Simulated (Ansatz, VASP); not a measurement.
## As: VASP beside Ansatz

Contents of INCAR:

```
PREC = Accurate
ENCUT = 520
EDIFF = 1E-6
ISMEAR = -1
SIGMA = 0.05
LREAL = F
LASPH = T
NELM = 60
ALGO = Normal
ISIF = 2
LWAVE = F
LCHARG = F
GGA = CA
NBANDS = 12
```

KPOINTS

```
regular mesh
0
Gamma
  9 9 9
```

File POSCAR:

```
As
1.0
    1.8424025153      1.0637115881      3.4423263150
   -1.8424025153      1.0637115881      3.4423263150
    0.0000000000     -2.1274231763      3.4423263150
As
2
Direct
    0.2260000000      0.2260000000      0.2260000000
    0.7740000000      0.7740000000      0.7740000000
```

Contents of input.yaml:

```yaml
crystal:
  lattice:
    - [1.8424025153, 1.0637115881, 3.442326315]
    - [-1.8424025153, 1.0637115881, 3.442326315]
    - [0.0, -2.1274231763, 3.442326315]
  atoms:
    - { symbol: As, position: [0.226, 0.226, 0.226] }
    - { symbol: As, position: [0.774, 0.774, 0.774] }
kpoints:
  mp_grid: { grid: [9, 9, 9] }
scf:
  occupations: { method: fermi_dirac, width: 0.05 }
hamiltonian:
  xc: lda
  pseudopotentials: { kind: all_electron, lapw: { basis_error: 0.001 } }
output:
  forces: true
  stress: true
  eigenvalues: true
```

Change from the starting cell: volume scaled by 0.94.

Alike in both runs: task single point; functional LDA; k mesh 9 × 9 × 9; occupations fermi-dirac, width 0.05 eV; no spin polarisation.

|  | VASP | Ansatz |
| --- | --- | --- |
| version | VASP 6.6.1 | Ansatz 0.2.0 |
| potentials or method | VASP PAW LDA potentials, release 64 (As) | all-electron LAPW, scalar-relativistic |
| plane-wave cutoff (eV) | 520 | see its input |

```csv
,VASP,Ansatz,Ansatz less VASP
gap on the k mesh at the Fermi level (eV),none,none,-
pressure (GPa),4.5,3.9,-0.57
largest component of the traceless stress (GPa),1.80,1.61,-0.194
rms of the force components (eV/Å),0.456,0.402,-0.0533
```

Atom by atom the forces differ by 0.053 eV/Å (rms over components). A gap of «none» marks a metal or a gap that the smearing closes. Ansatz ran all-electron here, so the differences hold the error of VASP's frozen core and of both bases.
